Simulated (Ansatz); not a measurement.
A (001) slab of relaxed bulk HfN (Fm-3m, 11.40 Å³/atom, gap on the mesh 0.00 eV), 3 planes in a 3×1 cell with the lowest 1 held; added atoms sit on lattice sites of the next plane. A dipole correction is on. The surface energy is the mean of the held and the free face; step energies are per length and the mean of the stripe's two steps, which run along the cube edge; step and island energies count from the flat slab and bulk atoms.

The calculation used Ansatz, DFT PBEsol, scalar-relativistic, plane waves, PAW.

Cutoff 420 eV, Gaussian smearing of 0.10 eV, energies at zero smearing, symmetry of each start kept, no spin polarisation.

```
            start atoms k mesh surface energy (J/m²) step energy (meV/Å)
        flat slab     36   3×8×1                   1.77                    -
stripe of 4 atoms     40   3×8×1                      -                  271
stripe of 6 atoms     42   3×8×1                      -                  297
```

A dash: not computed, or not clear enough to read.

Zero in every row: gap on the mesh (eV).

Spin-orbit coupling is left out, which matters for the bands of heavy elements. Spin polarisation was left out, and a magnetic state may lie lower.

Small energy differences in metals hang on the k mesh (about 10 mJ/m² or 1 to 2 meV/atom on the mesh of the relaxation).

Cost: 3 runs of about 2.4 core-hours in all, on Intel Xeon 6975P-C (Granite Rapids) (shared hosts).